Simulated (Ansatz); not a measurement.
**Worked example: self-consistent single point of CsCl (Pm-3m, 2 atoms in the cell) in Ansatz (a first-principles code)**

Method of the run: PBE (plane waves, PAW; Ansatz).

The input file:

Ansatz 0.2 input:
```yaml
# CsCl
crystal:
  lattice:
    - [4.140600, 0.000000, 0.000000]
    - [0.000000, 4.140600, 0.000000]
    - [0.000000, 0.000000, 4.140600]
  atoms:
    - { symbol: Cs, position_ang: [0.000000, 0.000000, 0.000000] }
    - { symbol: Cl, position_ang: [2.070300, 2.070300, 2.070300] }
basis:
  ecutwfc: 420.0
kpoints:
  mp_grid:
    grid: [6, 6, 6]
hamiltonian:
  xc: pbe
  pseudopotentials:
    kind: paw
scf:
  occupations:
    method: fermi_dirac
    width: 0.02
output:
  forces: true
  eigenvalues: true
  stress: true
```

Log, with long lists cut:

```
WARN ansatz: RAYON_NUM_THREADS=1 ignored (pool sized by the plan → 1); use --threads N
Pseudopotentials: kind: paw
Pseudopotential: Cs, paw, valence charge 9
Pseudopotential: Cl, paw, valence charge 7
Crystal: 2 atoms, lattice volume = 70.989 Å³
Basis set: ecut = 420 eV, 1357 PW (Γ), exchange–correlation on 60×60×60 points (8 copies of the dense FFT grid, shifted against one another)
Bands: 12, of which v1, the nominal top of the filled ones, is band 8 counted from 1 (7 counted from 0)
Symmetry: 48 space group operations
Space group: Pm-3m (ITA 221), of the structure as read, at distance tolerance 4.1e-5 Å
k-points: 20 of 216
Initial density: superposition of atomic densities (neutral atoms: chi_scale 0, normalization atom), corrected by the library's trained network
Initial wavefunctions: pseudopotential atomic-orbital guess
Eigensolver: davidson
Functional: x = pbe(κ = 0.804, μ = 0.2195149727645171), c = pbe(β = 0.06672455060314922)
SCF iter   1: F=—  HF=-6754.125669 eV  |F-HF|=—  |Δ(HF+E_count)|=         —  Δρ=2.46e-4  dr2=4.46e-5  ethr=1.77e-3  ⟨swp⟩=8.1  Hψ=1693  notcnv=0
all-band conjugate gradients solve this SCF's bands
preconditioner: auto → none
SCF iter   2: F=—  HF=-6754.126186 eV  |F-HF|=—  |Δ(HF+E_count)|=   5.17e-4  Δρ=1.94e-4  dr2=3.88e-5  ethr=2.79e-7  ⟨swp⟩=3.4  Hψ=732  notcnv=0
SCF iter   3: F=—  HF=-6754.126246 eV  |F-HF|=—  |Δ(HF+E_count)|=   5.98e-5  Δρ=1.01e-4  dr2=6.97e-6  ethr=2.42e-7  ⟨swp⟩=2.0  Hψ=380  notcnv=0
SCF iter   4: F=—  HF=-6754.126253 eV  |F-HF|=—  |Δ(HF+E_count)|=   7.36e-6  Δρ=3.40e-5  dr2=1.11e-6  ethr=4.36e-8  ⟨swp⟩=2.2  Hψ=369  notcnv=0
iter 5 did not close the SCF: its close was put off for the readings that it lacked (scf_convergence_deferred on its scf_iter line)
SCF iter   5: F=-6754.126253 eV  HF=-6754.126253 eV  |F-HF|=8.32e-9  |Δ(HF+E_count)|=   2.82e-8  Δρ=4.03e-6  dr2=1.75e-8  ethr=6.92e-9  ⟨swp⟩=2.4  Hψ=338  notcnv=0
SCF iter   6: F=-6754.126253 eV  HF=-6754.126253 eV  |F-HF|=1.00e-9  |Δ(HF+E_count)|=   1.47e-9  Δρ=1.03e-6  dr2=1.40e-9  ethr=1.09e-10  ⟨swp⟩=2.5  Hψ=837  notcnv=0
SCF 1 converged in 6 iterations: F = -6754.126253 eV  dr2 = 1.40e-9
SCF converged after 6 iterations
Free energy (F): -6754.126253 eV
Harris-Foulkes:  -6754.126253 eV  (|F-HF|=1.00e-9)
Internal energy: -6754.126253 eV  (E = F + TS)
E sigma→0 (E₀):  -6754.126253 eV
Fermi energy:    5.526447 eV
--- Per-component energies (eV) ---
  E_band       = -55.863399
  E_kinetic    = 304.533645
  E_local      = -431.658697  (includes V_loc(G=0)·N_el)
  E_nonlocal   = 58.549367
  E_hartree    = 140.190469
  E_xc         = -282.666272
  E_vxc        = -250.074162  (∫ρ·V_xc dr)
  E_paw        = -5726.008858  (= ΣΔE_a)
  E_vpaw       = -17.593904  (= ΣTr[D̂ρ^β])
  E_aug_tail   = 0.000089  (compensation charges beyond the density's cutoff)
  E_ewald      = -817.065995
  E_smearing   = -0.000000  (= −TS)
  E_closure    = 0.000000  (closes the sum)
  Σ components = -6754.126253   (vs F -6754.126253, Δ=0.00e0)
--- Forces (eV/Å), atoms counted from 1 ---
  atom   1  Cs     0.00000000     0.00000000     0.00000000
  atom   2  Cl     0.00000000    -0.00000000    -0.00000000
  max |Σ_I F_I| component: 7.63e-30 eV/Å
--- Stress (GPa, compression-positive) ---
        0.763266      -0.000000       0.000000
       -0.000000       0.763266       0.000000
        0.000000       0.000000       0.763266
  P = ⅓ Tr σ = 0.7633 GPa (7.633 kbar)
  The stress holds the Pulay correction. Without it, at fixed plane waves, as pw.x and ABINIT print it: P = 0.7625 GPa
--- Band table (eV; the first three rows and the last of 20) ---
  k-point 0: bands = ["-16.4725", "-9.2540", "-2.9725", "-2.9725", "-2.9725", "2.9046", "2.9046", "2.9046", "8.1185", "8.3190", "8.3190", "12.8879"]
  k-point 1: bands = ["-16.4533", "-9.2628", "-3.1162", "-2.9396", "-2.9396", "2.5674", "2.8516", "2.8516", "8.4985", "8.7167", "8.9670", "12.6562"]
  k-point 2: bands = ["-16.4144", "-9.2833", "-3.3742", "-2.8719", "-2.8719", "2.0098", "2.7411", "2.7411", "8.9693", "9.8333", "10.6207", "12.4094"]
  k-point 19: bands = ["-16.2653", "-9.0925", "-3.4892", "-3.4892", "-3.4892", "1.8467", "1.8467", "1.8467", "11.3539", "11.3539", "11.3539", "13.2813"]
```

The run converged in 6 iterations.

The starting cell has typed, rounded lattice constants, without a prior relaxation at this level. Its lattice was rescaled by up to half a per cent. Ansatz's pressure includes its estimate of the finite-basis (Pulay) stress.
